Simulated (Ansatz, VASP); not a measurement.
# BN in VASP and in Ansatz

The input INCAR:

```
PREC = Accurate ; ENCUT = 520
EDIFF = 1E-8 ; ISMEAR = -1
SIGMA = 0.02 ; LREAL = F
LASPH = T ; NELM = 60
ALGO = Normal ; ISIF = 2
LWAVE = F ; LCHARG = F
GGA = CA ; LEFG = T
NBANDS = 11
```

The input KPOINTS:

```
Automatic mesh
0
Gamma
  11 11 11
```

Contents of POSCAR:

```
BN
1.0
    0.0000000000      1.8312856224      1.8312856224
    1.8312856224      0.0000000000      1.8312856224
    1.8312856224      1.8312856224      0.0000000000
B N
1 1
Direct
    0.0000000000      0.0000000000      0.0000000000
    0.7500000000      0.7500000000      0.7500000000
```

Input for Ansatz:

```yaml
crystal:
  lattice:
    - [0.0, 1.8312856224, 1.8312856224]
    - [1.8312856224, 0.0, 1.8312856224]
    - [1.8312856224, 1.8312856224, 0.0]
  atoms:
    - { symbol: B, position: [0.0, 0.0, 0.0] }
    - { symbol: "N", position: [0.75, 0.75, 0.75] }
kpoints:
  mp_grid: { grid: [11, 11, 11] }
scf:
  occupations: { method: fermi_dirac, width: 0.02 }
hamiltonian:
  xc: lda
  pseudopotentials: { kind: paw }
output:
  forces: true
  stress: true
  eigenvalues: true
  efg: { contact_densities: true }
  write_density: true
  write_potential: true
  elf: true
  volumetric_format: npy
```

Change from the starting cell: volume scaled by 1.04, PAW files.

Alike in both runs: task electric field gradients; functional LDA; k mesh 11 × 11 × 11; occupations fermi-dirac, width 0.02 eV; no spin polarisation.

```csv
,VASP,Ansatz
version,VASP 6.6.1,Ansatz 0.2.0
potentials or method,"VASP PAW LDA potentials, release 64 (B, N)","PAW with Ansatz's default frozen-core files, scalar-relativistic"
plane-wave cutoff (eV),520,420
valence electrons in the cell,8,8
```

```csv
,VASP,Ansatz,Ansatz less VASP
gap on the k mesh at the Fermi level (eV),4.40,4.41,+0.015
pressure (GPa),-23.4,-24.1,-0.71
Vzz of the field gradient on the site that differs most (V/Å²),0.0,0.0,0.00
```

Caveats: so large a pressure means that the cell lies far from this level's equilibrium, or that cutoff or potentials fall short (VASP); an odd mesh through Γ misses points on the zone boundary, where band edges often lie.
